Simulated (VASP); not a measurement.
Runs of VASP 6.6.1 on HfC. The structure is hexagonal, space group P6_3/mmc (No. 194). The conventional cell has a = 3.343 Å, b = 3.343 Å, c = 5.203 Å, α = 90.00°, β = 90.00°, γ = 120.00°. Around Hf (site symmetry -6m2) lie 6 C at 2.33 Å. C (site symmetry -3m) is surrounded by 6 Hf at 2.33 Å and 2 C at 2.60 Å. The cell comes from a database or a generator and needn't be the stable form of this composition.

```tsv
task	level	potentials or basis	cell	k mesh	cutoff (eV)	smearing	ladder	mesh quality	gap on the mesh (eV)	pressure (GPa)	V0 of scaled cells (Å³/atom)	B0 (GPa)	largest force (eV/Å)
equation of state	PBE	VASP PAW PBE potentials, release 64 (Hf_pv, C)	as given	9 × 9 × 5	520	fermi-dirac 0.05 eV	-	not flagged	-	-	(b)	237	-
equation of state	PBEsol	VASP PAW PBE potentials, release 64 (Hf_pv, C)	as given	9 × 9 × 5	520	fermi-dirac 0.05 eV	free	not flagged	-	-	12.18	253	-
single point	PBE	VASP PAW PBE potentials, release 64 (Hf_pv, C)	as given	9 × 9 × 5	520	fermi-dirac 0.05 eV	-	not flagged	none	-1.4	-	-	-
single point	PBE	VASP PAW PBE potentials, release 64 (Hf_sv_GW, C_GW)	as given	5 × 5 × 3	450	gaussian 0.02 eV	-	coarse	none	-	-	-	-
single point	PBE	VASP PAW PBE potentials, release 64 (Hf_pv, C)	atoms moved at random, drawn with an rms of 0.05 Å	9 × 9 × 5	520	fermi-dirac 0.05 eV	-	not flagged	none	-1.3	-	-	0.66
single point	PBEsol	VASP PAW PBE potentials, release 64 (Hf_pv, C)	atoms moved at random, drawn with an rms of 0.05 Å	9 × 9 × 5	520	fermi-dirac 0.05 eV	free	not flagged	none	-7.7	-	-	0.64
single point	PBEsol	VASP PAW PBE potentials, release 64 (Hf_pv, C)	as given	9 × 9 × 5	520	fermi-dirac 0.05 eV	free	not flagged	none	-7.9	-	-	-
single point	PBE	VASP PAW PBE potentials, release 64 (Hf_sv_GW, C_GW)	as given	5 × 5 × 3	500	gaussian 0.02 eV	-	coarse	none	(a)	-	-	-
```

Alike in all rows: no spin polarisation.

Problem. Estimate the missing entries.

Solution. (a) -1.0; (b) 12.51.

Caveats: some runs use coarse meshes; the PAW data sets were made with another functional, which shifts forces and pressure a little (some runs); the cell was scaled at fixed shape and fractional positions, which overstates the stiffness of a crystal with free parameters, most of all of layers and chains (some runs); the cutoff is under 1.25 times the usual one of these potentials, so pressure, stress and relaxed cells hold a basis-set (Pulay) error (some runs).

A k mesh can miss the band edges, and the runs leave out spin-orbit coupling on Hf.

A gap of «none» marks a metal or a gap under the smearing width.

The runs don't all hold the same shells in valence.
